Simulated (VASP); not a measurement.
# P (P2/m) in VASP: further runs

One crystal, P, is run at these levels: PBE; tasks: single point.

All numbers are computed with VASP 6.6.1; they aren't measurements. Logs are shortened: lines on timing, memory, paths and dates and some standing lists are left out, and cuts for length are marked.

## (1) The crystal as given

Symmetry: P2/m, No. 10, monoclinic system. Conventional cell: a = 2.425 Å, b = 2.439 Å, c = 4.852 Å, α = 90.00°, β = 90.24°, γ = 90.00°. P (site symmetry m) is surrounded by 6 P at 2.42 to 2.44 Å.

This isn't the form of P at room conditions, which is orthorhombic.

## (2) Single point, PBE

File INCAR:

```
PREC = Accurate
ENCUT = 340
EDIFF = 1E-6
ISMEAR = 0
SIGMA = 0.1
LREAL = False
LASPH = True
NELM = 100
ALGO = Normal
ISIF = 2
LWAVE = False
LCHARG = False
GGA = PE
ADDGRID = False
```

File KPOINTS:

```
regular mesh
0
Gamma
  12 12 6
```

File POSCAR:

```
P
1.0
    2.4246941115      0.0000000000      0.0000000000
    0.0000000000      2.4385351442      0.0000000000
   -0.0203144631      0.0000000000      4.8524328982
P
2
Direct
   -0.0009640000     -0.0137570000      0.7520410000
    1.0088450000      0.0001830000      0.2407300000
```

Potentials or basis: VASP PAW PBE potentials, release 64 (P).

On the command line:

```
$ cat potpaw_PBE.64/P/POTCAR > POTCAR
$ mpirun -np 1 vasp_std > vasp.out
```

OUTCAR:

```text
PREC = Accurate
   ENCUT = 340
   EDIFF = 1E-6
   ISMEAR = 0
   LREAL = False
   LASPH = True
   NELM = 100
   ISIF = 2
   GGA = PE

 Found    436 irreducible k-points:

 Following reciprocal coordinates:
            Coordinates               Weight
  0.000000  0.000000  0.000000      1.000000
  0.083333  0.000000 -0.000000      2.000000
  0.166667  0.000000 -0.000000      2.000000
  0.250000  0.000000 -0.000000      2.000000
  0.333333  0.000000 -0.000000      2.000000
  0.416667  0.000000 -0.000000      2.000000
   k-points           NKPTS =    436   k-points in BZ     NKDIM =    436   number of bands    NBANDS=      9
   number of dos      NEDOS =    301   number of ions     NIONS =      2
   total plane-waves  NPLWV =   7680
   dimension x,y,z NGX =    16 NGY =   16 NGZ =   30
   dimension x,y,z NGXF=    32 NGYF=   32 NGZF=   60
   ions per type =               2
   NGX,Y,Z   is equivalent  to a cutoff of  10.97, 10.91, 10.28 a.u.
   NGXF,Y,Z  is equivalent  to a cutoff of  21.94, 21.82, 20.56 a.u.
 SYSTEM =  unknown system
   PREC   = accura    normal or accurate (medium, high low for compatibility)
   ISTART =      0    job   : 0-new  1-cont  2-samecut
   ICHARG =      2    charge: 1-file 2-atom 10-const
   ISPIN  =      1    spin polarized calculation?
   LNONCOLLINEAR =      F non collinear calculations
   LSORBIT =      F    spin-orbit coupling
   LASPH  =      T    aspherical Exc in radial PAW
   ENCUT  =  340.0 eV  24.99 Ry    5.00 a.u.   3.65  3.67  7.30*2*pi/ulx,y,z
   NELM   =    100;   NELMIN=  2; NELMDL= -5     # of ELM steps
   EDIFF  = 0.1E-05   stopping-criterion for ELM
   LREAL  =      F    real-space projection
   EDIFFG = 0.1E-04   stopping-criterion for IOM
   NSW    =      0    number of steps for IOM
   IBRION =     -1    ionic relax: 0-MD 1-quasi-New 2-CG
   NFREE  =      0    steps in history (QN), initial steepest desc. (CG)
   ISIF   =      2    stress and relaxation
   ISYM   =      2    0-nonsym 1-usesym 2-fastsym
   POTIM  = 0.5000    time-step for ionic-motion
   TEBEG  =    0.0;   TEEND  =   0.0 temperature during run
   PSTRESS=    0.0 pullay stress
   NELECT =      10.0000    total number of electrons
   NUPDOWN=      -1.0000    fix difference up-down
   EMIN   =  10.00;   EMAX   =-10.00  energy-range for DOS
   EFERMI =   0.00;   METHOD = LEGACY
   ISMEAR =     0;   SIGMA  =   0.10  broadening in eV -4-tet -1-fermi 0-gaus
   EFERMI_NEDOS =   21; number of points for ismear=-14 and -15
   IALGO  =     38    algorithm
   IMIX   =      4    mixing-type and parameters
     AMIX     =   0.40;   BMIX     =  1.00
     AMIX_MAG =   1.60;   BMIX_MAG =  1.00
  volume/ion in A,a.u.               =      14.35        96.81
  Fermi-wavevector in a.u.,A,eV,Ry     =   1.152107  2.177167 18.059715  1.327352
  Thomas-Fermi vector in A             =   2.288761
   LORBIT       =      0    0 simple, 1 ext, 2 COOP (PROOUT), +10 PAW based schemes
   GGA     = PE    functional components
   LHFCALC =     F    Hartree Fock is set to
   AEXX    =    0.0000 exact exchange contribution
   IVDW    =     0    specifies the selected vdW correction
   LEPSILON=     F    determine dielectric tensor
   LRPA    =     F    only Hartree local field effects (RPA)
 non-spin polarized calculation
 Gauss-broadening in eV      SIGMA  =   0.10
  energy-cutoff  :      340.00
  volume of cell :       28.69
 maximum number of plane-waves:       422
   NGX =  7   NGY =  7   NGZ = 15

 number of electron      10.0000001 magnetization

 Free energy of the ion-electron system (eV)
  ---------------------------------------------------
  ext. energy  EPLUGINS =         0.00000000
  ---------------------------------------------------
  free energy    TOTEN  =       -10.50236432 eV

  energy without entropy =      -10.49890868  energy(sigma->0) =      -10.50063650

 E-fermi :   9.9070     XC(G=0): -11.3457

 val. band max:        9.8849824711   @ k =  -0.2500   0.4167   0.0000
 cond. band min:       9.9384823305   @ k =  -0.2500   0.0000   0.1667
 fundamental gap:      0.0534998593
 Fermi energy:         9.9070125982

 k-point     1 :       0.0000    0.0000    0.0000
  band No.  band energies     occupation
      1      -6.8171      2.00000
      2      -2.3746      2.00000
      3       1.0665      2.00000
      4      14.7867      0.00000
      5      15.0130      0.00000
      6      15.0390      0.00000
      7      16.5873      0.00000
      8      16.6591      0.00000
      9      17.7225      0.00000

 k-point     2 :       0.0833    0.0000   -0.0000
  band No.  band energies     occupation
      1      -6.6559      2.00000
      2      -2.2125      2.00000
      3       1.2125      2.00000
      4      12.5992      0.00000
      5      14.9137      0.00000
      6      15.1489      0.00000
      7      15.7991      0.00000
      8      16.7314      0.00000
      9      17.8349      0.00000

 k-point     3 :       0.1667    0.0000   -0.0000
  band No.  band energies     occupation
      1      -6.1754      2.00000
      2      -1.7286      2.00000
      3       1.6441      2.00000
      4       9.5888      1.99999
      5      13.0540      0.00000
      6      15.2903      0.00000
      7      15.5283      0.00000
      8      17.1018      0.00000
      9      18.1870      0.00000

 k-point     4 :       0.2500    0.0000   -0.0000
  band No.  band energies     occupation
      1      -5.3881      2.00000
      2      -0.9307      2.00000
      3       2.3361      2.00000
      4       6.7516      2.00000
      5      10.3947      0.00000
      6      15.8818      0.00000
      7      15.8872      0.00000
      8      16.1593      0.00000
      9      17.6858      0.00000

 k-point     5 :       0.3333    0.0000   -0.0000
  band No.  band energies     occupation
      1      -4.3282      2.00000
      2       0.1620      2.00000
      3       3.2187      2.00000
      4       4.2023      2.00000
      5       7.9318      2.00000
      6      13.4045      0.00000
      7      16.6368      0.00000
      8      16.8775      0.00000
      9      18.3680      0.00000

 k-point     6 :       0.4167    0.0000   -0.0000
  band No.  band energies     occupation
      1      -3.1188      2.00000
      2       1.4813      2.00000
      3       2.0835      2.00000
      4       4.1160      2.00000
      5       5.7758      2.00000
      6      11.5314      0.00000
      7      17.3644      0.00000
      8      17.6037      0.00000
      9      18.9736      0.00000

 [... further k-points ...]

------------------------ aborting loop because EDIFF is reached ----------------------------------------

  FORCE on cell =-STRESS in cart. coord.  units (eV):
  Direction    XX          YY          ZZ          XY          YZ          ZX
  --------------------------------------------------------------------------------------
  -------------------------------------------------------------------------------------
  Total        0.2401435      0.0416150      0.4299979     -0.0047606     -0.0129279      0.0602943
  in kB       13.4102181      2.3238846     24.0121690     -0.2658421     -0.7219261      3.3669882
  external PRESSURE =      13.2487572 kB  Pullay stress =       0.0000000 kB

 VOLUME and BASIS-vectors are now :
 -----------------------------------------------------------------------------
  energy-cutoff  :      340.00
  volume of cell :       28.69
      direct lattice vectors                 reciprocal lattice vectors
     2.424694112  0.000000000  0.000000000     0.412423157  0.000000000  0.001726589
     0.000000000  2.438535144  0.000000000     0.000000000  0.410082259  0.000000000
    -0.020314463  0.000000000  4.852432898     0.000000000  0.000000000  0.206082190

 POSITION                                       TOTAL-FORCE (eV/Angst)
 -----------------------------------------------------------------------------------
      2.40708      2.40499      3.64923         0.043429      0.062632     -0.134557
      0.01656      0.00045      1.16813        -0.043429     -0.062632      0.134557
 -----------------------------------------------------------------------------------
    total drift:                                0.000003     -0.000000      0.000018

  FREE ENERGIE OF THE ION-ELECTRON SYSTEM (eV)
  ---------------------------------------------------
  free  energy   TOTEN  =       -10.5023643156 eV

  energy  without entropy=      -10.4989086847  energy(sigma->0) =      -10.50063650
```

OSZICAR:

```text
N       E                     dE             d eps       ncg     rms          rms(c)
DAV:   1     0.118559990653E+02    0.11856E+02   -0.36028E+03  7872   0.680E+02
DAV:   2    -0.996912285168E+01   -0.21825E+02   -0.21021E+02 12069   0.101E+02
DAV:   3    -0.104963348349E+02   -0.52721E+00   -0.51942E+00  9967   0.166E+01
DAV:   4    -0.104992936659E+02   -0.29588E-02   -0.29342E-02 11427   0.130E+00
DAV:   5    -0.104993060252E+02   -0.12359E-04   -0.12348E-04 10124   0.552E-02    0.672E+00
DAV:   6    -0.105002409372E+02   -0.93491E-03   -0.42185E-03  9911   0.512E-01    0.401E+00
DAV:   7    -0.105021600388E+02   -0.19191E-02   -0.48904E-03  8505   0.744E-01    0.158E-01
DAV:   8    -0.105022687349E+02   -0.10870E-03   -0.37447E-04  9646   0.150E-01    0.770E-02
DAV:   9    -0.105023615167E+02   -0.92782E-04   -0.95610E-05  8446   0.950E-02    0.277E-02
DAV:  10    -0.105023641117E+02   -0.25950E-05   -0.22422E-06 11037   0.139E-02    0.794E-03
DAV:  11    -0.105023643156E+02   -0.20389E-06   -0.66224E-07  6638   0.720E-03
   1 F= -.10502364E+02 E0= -.10500637E+02  d E =-.345563E-02
```

Wall time 32 s (1 thread of Intel Xeon Platinum 8259CL at 2.50GHz (Skylake/Cascade Lake), shared host); peak memory 0.16 GiB.

These settings aren't checked as converged: the numbers below hold their error.

What came out:

- Free energy: -10.5024 eV
- Pressure: 1.3 GPa
- Largest force: 0.155 eV/Å
- Band gap on the k mesh: none (metal or under the smearing width)

## (3) Single point, PBE

Changes to INCAR since step 2:

```diff
@@ -1,3 +1,3 @@
 PREC = Accurate
-ENCUT = 340
+ENCUT = 520
 EDIFF = 1E-6
```

File KPOINTS:

```
regular mesh
0
Gamma
  10 10 5
```

File POSCAR:

```
P
1.0
    2.4246941115      0.0000000000      0.0000000000
    0.0000000000      2.4385351442      0.0000000000
   -0.0203144631      0.0000000000      4.8524328982
P
2
Direct
    0.0000000300      0.0000000000      0.7494253600
    0.9999999700      0.0000000000      0.2505746400
```

Potentials or basis: VASP PAW PBE potentials, release 64 (P).

On the command line:

```
$ cat potpaw_PBE.64/P/POTCAR > POTCAR
$ mpirun -np 1 vasp_std > vasp.out
```

OUTCAR:

```text
PREC = Accurate
   ENCUT = 520
   EDIFF = 1E-6
   ISMEAR = 0
   LREAL = False
   LASPH = True
   NELM = 100
   ISIF = 2
   GGA = PE

 Found    156 irreducible k-points:

 Following reciprocal coordinates:
            Coordinates               Weight
  0.000000  0.000000  0.000000      1.000000
  0.100000  0.000000 -0.000000      2.000000
  0.200000  0.000000 -0.000000      2.000000
  0.300000  0.000000 -0.000000      2.000000
  0.400000  0.000000  0.000000      2.000000
  0.500000  0.000000 -0.000000      1.000000
   k-points           NKPTS =    156   k-points in BZ     NKDIM =    156   number of bands    NBANDS=      9
   number of dos      NEDOS =    301   number of ions     NIONS =      2
   total plane-waves  NPLWV =  11664
   dimension x,y,z NGX =    18 NGY =   18 NGZ =   36
   dimension x,y,z NGXF=    36 NGYF=   36 NGZF=   72
   ions per type =               2
   NGX,Y,Z   is equivalent  to a cutoff of  12.34, 12.27, 12.33 a.u.
   NGXF,Y,Z  is equivalent  to a cutoff of  24.68, 24.54, 24.67 a.u.
 SYSTEM =  unknown system
   PREC   = accura    normal or accurate (medium, high low for compatibility)
   ISTART =      0    job   : 0-new  1-cont  2-samecut
   ICHARG =      2    charge: 1-file 2-atom 10-const
   ISPIN  =      1    spin polarized calculation?
   LNONCOLLINEAR =      F non collinear calculations
   LSORBIT =      F    spin-orbit coupling
[... 66 lines left out ...]
      4      14.8073      0.00000
      5      15.0160      0.00000
      6      15.0570      0.00000
      7      16.6077      0.00000
      8      16.6760      0.00000
      9      17.7331      0.00000
[... 49 lines left out ...]
 k-point     6 :       0.5000    0.0000   -0.0000
  band No.  band energies     occupation
      1      -2.3551      2.00000
      2       1.0622      2.00000
      3       2.4651      2.00000
      4       4.4954      2.00000
      5       4.5736      2.00000
      6      10.7716      0.00000
      7      17.7230      0.00000
      8      17.9333      0.00000
      9      19.2449      0.00000

 [... further k-points ...]

------------------------ aborting loop because EDIFF is reached ----------------------------------------

  FORCE on cell =-STRESS in cart. coord.  units (eV):
  Direction    XX          YY          ZZ          XY          YZ          ZX
  --------------------------------------------------------------------------------------
  -------------------------------------------------------------------------------------
  Total        0.3840524      0.1551687      0.3671892      0.0000000      0.0000000      0.0438097
  in kB       21.4464541      8.6650129     20.5047736      0.0000000      0.0000000      2.4464418
  external PRESSURE =      16.8720802 kB  Pullay stress =       0.0000000 kB

 VOLUME and BASIS-vectors are now :
 -----------------------------------------------------------------------------
  energy-cutoff  :      520.00
  volume of cell :       28.69
      direct lattice vectors                 reciprocal lattice vectors
     2.424694112  0.000000000  0.000000000     0.412423157  0.000000000  0.001726589
     0.000000000  2.438535144  0.000000000     0.000000000  0.410082259  0.000000000
    -0.020314463  0.000000000  4.852432898     0.000000000  0.000000000  0.206082190

 POSITION                                       TOTAL-FORCE (eV/Angst)
 -----------------------------------------------------------------------------------
     -0.01522      0.00000      3.63654        -0.000044      0.000000      0.004545
      2.41960      0.00000      1.21590         0.000044      0.000000     -0.004545
 -----------------------------------------------------------------------------------
    total drift:                               -0.000000      0.000000     -0.000000

  FREE ENERGIE OF THE ION-ELECTRON SYSTEM (eV)
  ---------------------------------------------------
  free  energy   TOTEN  =       -10.5810288347 eV

  energy  without entropy=      -10.5775092782  energy(sigma->0) =      -10.57926906
```

Run time: 25 s. Hardware: 1 thread of Intel Xeon Platinum 8259CL at 2.50GHz (Skylake/Cascade Lake), shared host; peak memory 0.15 GiB.

The run converged, but some of its settings lie outside the range that counts as converged, so its numbers aren't taken as properties of the crystal.

What came out:

```
Free energy            : -10.5810 eV
Pressure               : 1.7 GPa
Largest force          : 0.005 eV/Å
Band gap on the k mesh : none (metal or under the smearing width)
```

## (4) The reference run

An earlier run on the cell as given: functional PBE; potentials or basis VASP PAW PBE potentials, release 64 (P); cutoff 520 eV; k mesh 11 × 11 × 6; occupations fermi-dirac, width 0.05 eV; no spin polarisation.

* Pressure: 1.9 GPa
* Largest force: 0.005 eV/Å
* Band gap on the k mesh: none (metal or under the smearing width)
